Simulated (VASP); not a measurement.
Write the native input for VASP 6.6.1 that does the following.

| Item | Value |
| --- | --- |
| Task | relaxation of cell and atoms |
| Functional | PBEsol |
| Potentials or basis | VASP PAW PBE potentials, release 64 (Cd, O) |
| Cutoff | 600 eV |
| k mesh | 12 × 12 × 12 |
| Occupations | gaussian, width 0.03 eV |
| Spin | no spin polarisation |
| Further INCAR settings | ALGO = Normal; EDIFF = 1e-06; IBRION = 2; EDIFFG = -0.01; NSW = 90; ISIF = 3 |

The structure of CdO (Monteponite) lies in POSCAR:

```
CdO
1.0
    0.0000000000      2.3495000000      2.3495000000
    2.3495000000      0.0000000000      2.3495000000
    2.3495000000      2.3495000000      0.0000000000
Cd O
1 1
Direct
    0.0000000000      0.0000000000      0.0000000000
    0.5000000000      0.5000000000      0.5000000000
```

One way to write it, as run:

INCAR

```
PREC = Accurate ; ENCUT = 600
EDIFF = 1E-6 ; ISMEAR = 0
SIGMA = 0.03 ; LREAL = F
LASPH = T ; NELM = 80
ALGO = Normal ; ISIF = 3
LWAVE = F ; LCHARG = F
GGA = PS ; IBRION = 2
NSW = 90 ; EDIFFG = -0.01
```

KPOINTS

```
Automatic mesh
0
Gamma
  12 12 12
```

Potentials or basis: VASP PAW PBE potentials, release 64 (Cd, O).

The run is started by

```sh
$ cat potpaw_PBE.64/Cd/POTCAR potpaw_PBE.64/O/POTCAR > POTCAR
$ mpirun -np 1 vasp_std > vasp.out
```

It gave:

- Relaxed volume: 13.02 Å³/atom
- Relaxed cell: a = 3.327 Å, b = 3.327 Å, c = 3.327 Å, α = 60.00°, β = 60.00°, γ = 60.00°
- Space group after relaxing (to 0.05 Å): Fm-3m (No. 225)
- Energy gained by relaxing: 0.1 meV/atom
- Ionic steps: 3
- Pressure after relaxing: 0.0 GPa
- Band gap on the k mesh: none (metal or under the smearing width)

Caveat: the PAW data sets were made with another functional, which shifts forces and pressure a little; this crystal is a semiconductor, whose small gap the functional closes, so the metal is an error of the method.

Run time: 31 s on 1 thread of Intel(R) Xeon(R) Platinum 8488C (Sapphire Rapids), on a shared host, peak memory 0.18 GiB.
